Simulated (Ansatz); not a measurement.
## Convergence of Au with the plane-wave cutoff

All numbers below come from Ansatz, DFT PBE, scalar-relativistic, plane waves, PAW.

```
Au
1.0
     1.41131   -2.55593    0.00000
     1.41131    2.55593    0.00000
     0.00000    0.00000    4.89317
Au
2
Cartesian
  1.4113 -0.8451 1.2233
  1.4113 0.8451 3.6699
```

| Item | Value |
| --- | --- |
| Γ-centred k-mesh | 16×16×10 |
| occupation rule | Gaussian smearing, 0.1 eV |
| spin treatment | unpolarised |
| valence charge of the PAW sets | Au 19 |

The atoms stay fixed while the plane-wave cutoff is varied. ΔE is the energy extrapolated to zero smearing, less that of the reference run (600 eV). The cell isn't necessarily relaxed at this level. Spin–orbit coupling is left out. Pressure is positive in compression and holds a correction for the finite cutoff (Pulay stress).

Task: One run gave ΔE = 1.32 meV/atom and P = 3.16 GPa. Which plane-wave cutoff did it use, of 200, 250, 300, 350, 420, 500?

Result: 420 eV. All runs:

| cutoff (eV) | ΔE (meV/atom) | P (GPa) | largest change of a force component (eV/Å) | plane waves at Γ |
| --- | --- | --- | --- | --- |
| 200 | 9648 | 16.82 | 0.066 | 237 |
| 250 | 1212 | 3.69 | 0.009 | 321 |
| 300 | 107 | 2.71 | 0.002 | 393 |
| 350 | 6.31 | 3.15 | 0.000 | 537 |
| 420 | 1.32 | 3.16 | 0.000 | 693 |
| 500 | 0.18 | 3.15 | 0.000 | 889 |
| 600 | 0.00 | 3.16 | 0.000 | 1161 |

This form isn't the element's structure at ambient conditions.